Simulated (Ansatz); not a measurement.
**AlP: a relaxation**

The task is a relaxation on AlP. The structure is shown as the input types it.

The COD entry's cell or inner coordinates are ideal or old and differ from later refinements, so a difference from it is no clean test against experiment.

Program: Ansatz 0.2.0. Level of theory: DFT, r2SCAN, PAW with Ansatz's default frozen-core files, scalar-relativistic; relaxation of cell and atoms. These are calculated values, not measurements.

1 further run of the same task is left out (it didn't finish).

## 1. Starting point

Symmetry: F-43m, No. 216, cubic system. The conventional cell has a = 5.451 Å, b = 5.451 Å, c = 5.451 Å, α = 90.00°, β = 90.00°, γ = 90.00°. Al (site symmetry -43m) is surrounded by 4 P at 2.36 Å. P (site symmetry -43m) is surrounded by 4 Al at 2.36 Å.

Structure file:

```xyz
2
Lattice="0.0000 2.7255 2.7255 2.7255 0.0000 2.7255 2.7255 2.7255 0.0000" Properties=species:S:1:pos:R:3 pbc="T T T"
Al    0.0000    0.0000    0.0000
P     4.0882    4.0882    4.0882
```

## 2. Running it

File input.yaml:

```yaml
crystal:
  lattice:
    - [0.0, 2.7255, 2.7255]
    - [2.7255, 0.0, 2.7255]
    - [2.7255, 2.7255, 0.0]
  atoms:
    - { symbol: Al, position: [0.0, 0.0, 0.0] }
    - { symbol: P, position: [0.75, 0.75, 0.75] }
kpoints:
  mp_grid: { grid: [8, 8, 8] }
scf:
  occupations: { method: fixed }
  max_iter: 75
hamiltonian:
  xc: r2scan
  pseudopotentials: { kind: paw }
relax:
  f_tol: 0.002
  max_steps: 80
  cell: {}
output:
  FORCES: true
  stress: true
```

Run with:

```
$ ansatz run input.yaml --threads 1 --pin off --max-ram 3072MiB --backend cpu --events-out ev --progress --plain --runs-dir out
```

Q: Will this input give a usable result? If not, why, and what should change?

The program refused the input before any cycle. Its message: «line 22 column 3: unknown field `FORCES`, expected one of write_density, write_potential, write_potential_components, volumetric_format, ...»

Look at the input: output.FORCES is true. A key is misspelt, and the program accepts no key that it doesn't know.

What to do: write the keyword in its listed form.
